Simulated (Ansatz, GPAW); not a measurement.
This is a calculation of In for GPAW 26.7.0 (ASE script). This isn't the form of In at room conditions, which is tetragonal.

Contents of run.py:

```python
from ase import Atoms
from ase.dft.bandgap import bandgap
from ase.io import write
from ase.units import Bohr, GPa
from gpaw import GPAW, PW, setup_paths
from gpaw.elf import elf_from_dft_calculation

setup_paths.insert(0, '.')

atoms = Atoms(['In', 'In', 'In'],
              cell=[[1.6696368166, 0.9639652655, 8.20746325],
                    [-1.6696368166, 0.9639652655, 8.20746325],
                    [0.0, -1.927930531, 8.20746325]],
              scaled_positions=[[0.22198776, 0.22198776, 0.22198776],
                                [0.77801224, 0.77801224, 0.77801224],
                                [0.0, 0.0, 0.0]],
              pbc=True)

calc = GPAW(mode=PW(600),
            xc='PBEsol',
            kpts={'size': (9, 9, 9), 'gamma': True},
            occupations={'name': 'fermi-dirac', 'width': 0.05},
            nbands=32,
            convergence={'density': 1e-05, 'energy': 1e-05},
            maxiter=150,
            txt='gpaw.txt')
atoms.calc = calc
energy = atoms.get_potential_energy()
forces = atoms.get_forces()
stress = atoms.get_stress()
calc.write('gs.gpw')
write('result.traj', atoms)
print(f'Energy: {energy:.6f} eV')
print('Forces (eV/A):')
print(forces.round(4))
print('Stress (GPa):', (stress / GPa).round(3))
print('Fermi level:', round(calc.get_fermi_level(), 4), 'eV')
print(f'Gap: {bandgap(calc)[0]:.4f} eV, direct: {bandgap(calc, direct=True)[0]:.4f} eV')

# fields on the real-space grid
write('density.cube', atoms, data=calc.get_pseudo_density() * Bohr**3)
write('potential.cube', atoms, data=calc.get_electrostatic_potential())
write('elf.cube', atoms, data=elf_from_dft_calculation(calc).data)
```

Potentials or basis: PAW data sets generated in the run's folder for this functional, pw.

Command:

```console
$ gpaw-setup -f PBEsol In
$ OMP_NUM_THREADS=1 python run.py
```

Problem. Translate it to Ansatz 0.2.0. Potentials or basis there: Ansatz PAW, cutoff 420 eV.

Solution. As run (cutoffs and basis follow the program's own potentials, and thresholds, step limits or extra output files can differ):

The input input.yaml:

```yaml
crystal:
  lattice:
    - [1.6696368166, 0.9639652655, 8.20746325]
    - [-1.6696368166, 0.9639652655, 8.20746325]
    - [0.0, -1.927930531, 8.20746325]
  atoms:
    - { symbol: In, position: [0.22198776, 0.22198776, 0.22198776] }
    - { symbol: In, position: [0.77801224, 0.77801224, 0.77801224] }
    - { symbol: In, position: [0.0, 0.0, 0.0] }
hamiltonian:
  xc: pbesol
  pseudopotentials: { kind: paw }
kpoints:
  mp_grid: { grid: [9, 9, 9] }
scf:
  occupations: { method: fermi_dirac, width: 0.05 }
output:
  forces: true
  stress: true
  eigenvalues: true
  write_density: true
  write_potential: true
  elf: true
  volumetric_format: npy
```

Potentials or basis: Ansatz PAW.

Launch:

```bash
$ ansatz run input.yaml --threads 1 --pin off --max-ram 3584MiB --backend cpu --events-out ev --progress --plain --runs-dir out
```

Both were run:

|  | GPAW | Ansatz |
| --- | --- | --- |
| Pressure | -1.5 GPa | -1.1 GPa |

Ansatz's pressure holds a Pulay term of +0.04 GPa for its cutoff of 420 eV, which the other run lacks.

Ansatz's potentials were made for PBE.

Where Ansatz's input types no cutoff or centring, it takes its own default and a Γ-centred mesh.

Pressure is positive in compression.
